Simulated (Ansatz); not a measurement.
**Relaxation of Sn**

All numbers below come from DFT PBE+D3(BJ), scalar-relativistic, plane waves, PAW (Ansatz). (420 eV cutoff, 12×12×14 k-mesh, Gaussian smearing of 0.10 eV, no spin polarisation)

What was changed in C: C → Sn on all its sites, cell and atoms relaxed.

Command:

```bash
ansatz run input.yaml --threads 1 --pin off --max-ram 2560MiB --backend cpu --events-out ev --progress --plain --runs-dir out
```

Input:

```yaml
crystal:
  lattice:
    - [5.283468279, 0.0, 0.0]
    - [-2.6417341395, 4.5756177498, 0.0]
    - [0.0, 0.0, 2.8926594486]
  atoms:
    - { symbol: Sn, position: [0.3333333333, 0.6666666667, 0.0] }
    - { symbol: Sn, position: [0.6666666667, 0.3333333333, 0.0] }
basis:
  ecutwfc: 420
kpoints:
  mp_grid: { grid: [12, 12, 14] }
hamiltonian:
  xc: pbe
  dispersion: d3bj
scf:
  occupations: { method: gaussian, width: 0.1 }
output:
  forces: true
  stress: true
  eigenvalues: true
  write_density: true
  write_potential: true
  elf: true
  volumetric_format: npy
relax:
  adjacent_minimum: "off"
  f_tol: 0.01
  max_steps: 60
  cell: { stress_tol: 0.1 }
```

F is the free energy. Steps run on the plane waves of an earlier cell, but the last one, and at times one on the way, on a freshly chosen basis, so a repeated geometry can differ a little in energy.

Steps:

| step | F − F(1) (eV) | largest force component (eV/Å) | V (Å³/atom) | P (GPa) |
| --- | --- | --- | --- | --- |
| 1 | 0.0000 | 0.000 | 34.965 | 0.41 |
| 2 | -0.1061 | 0.000 | 34.756 | -0.43 |
| 3 | -0.1181 | 0.000 | 33.716 | 0.63 |
| 4 | -0.1204 | 0.000 | 34.182 | 0.05 |
| 5 | -0.1204 | 0.000 | 34.222 | 0.00 |
| 6 | -0.1203 | 0.000 | 34.222 | 0.00 |

Relaxed structure:

```yaml
crystal:
  lattice:
    - [5.05002, 0.00000, 0.00000]
    - [-2.52501, 4.37344, 0.00000]
    - [0.00000, 0.00000, 3.09900]
  atoms:
    - { symbol: Sn, position: [0.33333, 0.66667, 0.00000] }
    - { symbol: Sn, position: [0.66667, 0.33333, 0.00000] }
```

Symmetry: P6/mmm, No. 191, hexagonal system. Conventional cell: a = 5.050 Å, b = 5.050 Å, c = 3.099 Å, α = 90.00°, β = 90.00°, γ = 120.00°. Sn (site symmetry -6m2) is surrounded by 5 Sn at 2.92 to 3.10 Å.

The run converged. The run took 66 s on 1 thread of Arm Neoverse V2, on a shared host, peak memory 0.45 GiB.